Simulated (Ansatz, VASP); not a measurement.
One calculation of KF (Carobbiite), two programs

```xyz
2
Lattice="0.0000 2.6719 2.6719 2.6719 0.0000 2.6719 2.6719 2.6719 0.0000" Properties=species:S:1:pos:R:3 pbc="T T T"
K     0.0000    0.0000    0.0000
F     2.6719    2.6719    2.6719
```

Alike in both runs: task relaxation of cell and atoms; functional r2SCAN; k mesh 9 × 9 × 9; occupations fermi-dirac, width 0.05 eV; no spin polarisation.

|  | VASP | Ansatz |
| --- | --- | --- |
| version | VASP 6.6.1 | Ansatz 0.2.0 |
| potentials or method | VASP PAW PBE potentials, release 64 (K_sv, F) | Ansatz PAW |
| plane-wave cutoff (eV) | 600 | 500 |
| valence electrons in the cell | 16 | 16 |

```tsv
	VASP	Ansatz	Ansatz less VASP
gap on the k mesh at the Fermi level, each at its own relaxed structure (eV)	6.91	6.91	-0.002
relaxed volume (Å³/atom)	18.79	18.80	+0.005
relaxed cell length with the largest relative difference (Å)	3.760	3.760	+0.0003
```

Caveats: the PAW data sets were made with another functional, which shifts forces and pressure a little (VASP); an odd mesh through Γ misses points on the zone boundary, where band edges often lie (VASP); odd divisions of the mesh miss points on the zone boundary, where band edges often lie, so the gap on the mesh can be too wide (Ansatz); the plane-wave basis is chosen anew once the cell has moved, so the energies of steps on either side of that aren't comparable (Ansatz); the PAW data sets come from PBE, with cores solved anew for the run's functional, which leaves a small shift of forces and pressure (Ansatz). r2SCAN opens gaps a little over a GGA but as a rule still falls short of measured ones.
